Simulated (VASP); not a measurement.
**NiO: single point with r2SCAN+U**

NiO:

```
Ni O
1.0
     2.78306    0.00000    0.00000
    -1.39153    2.41020    0.00000
     0.00000    0.00000    2.71613
Ni O
1 1
Cartesian
  0.0000 0.0000 0.0000
  1.3915 0.8034 1.3581
```

Measurements of this composition are mostly on another form, of space group No. 225.

- Program: VASP 6.6.1
- Task: single point
- Functional: r2SCAN
- Potentials or basis: VASP PAW PBE potentials, release 64 (Ni, O)
- Cutoff: 520 eV
- k mesh: 8 × 8 × 7
- Occupations: gaussian, width 0.05 eV
- Spin: collinear spin, zero start
- Starting moments: [0.0, 0.0] μB
- Hubbard terms: Ni d U = 3 eV
- Further INCAR settings: ALGO = Normal; EDIFF = 1e-06

```json
{
  "Pressure": "-12.9 GPa",
  "Band gap on the k mesh": "none (metal or under the smearing width)",
  "Net moment": "0.00 μB per cell",
  "Valence electrons inside the program's atomic spheres": "Ni 9.14; O 4.93"
}
```

Stress tensor (GPa, compression positive):
```
-10.52   0.00   0.00
  0.00 -10.52   0.00
  0.00   0.00 -17.72
```

Levels at points of the mesh, in eV from the Fermi level:
Spin up:
| k point | band 5 | band 6 | band 7 | band 8 | band 9 | band 10 | band 11 | band 12 |
| --- | --- | --- | --- | --- | --- | --- | --- | --- |
| (0.00, 0.00, 0.00) | -3.34 | -0.85 | -0.85 | -0.12 | -0.12 | 2.26 | 15.97 | 18.40 |
| (0.50, 0.00, 0.00) | -3.37 | -1.23 | -1.00 | -0.95 | 0.85 | 7.27 | 10.51 | 16.37 |
Spin down:
```
           k point  band 6  band 7  band 8  band 9  band 10  band 11
(0.00, 0.00, 0.00)   -0.85   -0.85   -0.12   -0.12     2.26    15.97
(0.50, 0.00, 0.00)   -1.23   -1.00   -0.95    0.85     7.27    10.51
```

Eigenvalues of the final occupation matrices:
```tsv
site	spin	trace	eigenvalues
site 1 d	1	4.23	0.70 0.70 0.93 0.93 0.97
site 1 d	2	4.23	0.70 0.70 0.93 0.93 0.97
```

It took 50 s on 1 thread of Intel(R) Xeon(R) Platinum 8488C (Sapphire Rapids) (shared host), peak memory 0.16 GiB.

Caveat: the PAW data sets were made with another functional, which shifts forces and pressure a little.
